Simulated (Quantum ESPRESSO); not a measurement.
Nb: single point with PBE

Nb:

```
CELL_PARAMETERS angstrom
-0.01493 -3.33961 0.02953
-3.41191 -0.01493 -0.02476
-0.02476 0.02953 -3.30277
ATOMIC_POSITIONS crystal
Nb 0.50570 0.49807 0.50455
Nb 0.99430 0.00193 0.99545
```

| Quantity | Value |
| --- | --- |
| Program | Quantum ESPRESSO 7.5 |
| Task | single point |
| Functional | PBE |
| Potentials or basis | SSSP 1.3 efficiency PBE |
| Cutoff | 748 eV |
| Density cutoff | 5987 eV |
| k mesh | 8 × 8 × 8 |
| Occupations | fermi-dirac, width 0.05 eV |
| Spin | no spin polarisation |
| Mixing beta | 0.5 |
| Most SCF iterations | 120 |
| SCF threshold | 4e-10 Ry |

The pressure is -5.8 GPa, the largest force is 0.327 eV/Å and the band gap on the k mesh is none (metal or under the smearing width).

Forces in eV/Å, atoms in the order of the input:
```
Nb  -0.097  0.253  0.182
Nb   0.097 -0.253 -0.182
```

Stress tensor (GPa, compression positive):
```
-7.87  0.10 -0.11
 0.10 -5.17  0.46
-0.11  0.46 -4.46
```

Levels at points of the mesh, in eV from the Fermi level:
```csv
k point,band 11,band 12,band 13,band 14,band 15,band 16
"(0.00, 0.00, 0.00)",-3.44,0.11,0.43,0.60,2.94,3.35
"(0.00, 0.00, -0.50)",-1.02,-0.80,0.74,0.77,0.93,0.98
"(0.00, -0.50, 0.00)",-1.07,-0.98,1.02,1.02,1.10,1.11
"(0.00, -0.50, -0.50)",-1.52,-1.46,1.96,2.17,2.95,3.13
"(-0.50, 0.00, 0.00)",-1.09,-0.80,0.77,0.80,1.04,1.09
"(-0.50, 0.00, -0.50)",-1.77,-1.70,2.08,2.33,3.30,3.52
"(-0.50, -0.50, 0.00)",-1.39,-1.34,1.92,2.04,2.88,2.99
"(-0.50, -0.50, -0.50)",-1.09,-1.07,-0.96,-0.88,3.79,3.82
```

It took 82 s on 1 thread of Intel(R) Xeon(R) Platinum 8488C (Sapphire Rapids), on a shared host, peak memory 0.31 GiB.
